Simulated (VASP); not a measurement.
A run of VASP 6.6.1:

INCAR

```
  PREC = Accurate
  ENCUT = 600
  EDIFF = 1E-6
  ISMEAR = 0
  SIGMA = 0.02
  LREAL = False
  LASPH = True
  NELM = 60
  ALGO = Normal
  ISIF = 3
  LWAVE = False
  LCHARG = False
  GGA = PE
  IBRION = 2
  NSW = 100
  EDIFFG = -0.005
```

Contents of KPOINTS:

```
regular mesh
0
Gamma
  10 10 10
```

POSCAR

```
AlN
1.0
    0.0000000000      2.0345180000      2.0345180000
    2.0345180000      0.0000000000      2.0345180000
    2.0345180000      2.0345180000      0.0000000000
Al N
1 1
Direct
    0.5000000000      0.5000000000      0.5000000000
    0.0000000000      0.0000000000      0.0000000000
```

Potentials or basis: VASP PAW PBE potentials, release 64 (Al, N).

Run with:

```sh
$ cat potpaw_PBE.64/Al/POTCAR potpaw_PBE.64/N/POTCAR > POTCAR
$ mpirun -np 1 vasp_std > vasp.out
```

Hardware: 1 thread of Intel(R) Xeon(R) Platinum 8488C (Sapphire Rapids), on a shared host.

**Question.** How long does it take, and how much memory?

**Answer.** It took 11 s on 1 thread of Intel(R) Xeon(R) Platinum 8488C (Sapphire Rapids), on a shared host, peak memory 0.13 GiB. Counts: scf iterations 18, k points 47, ion steps 3.
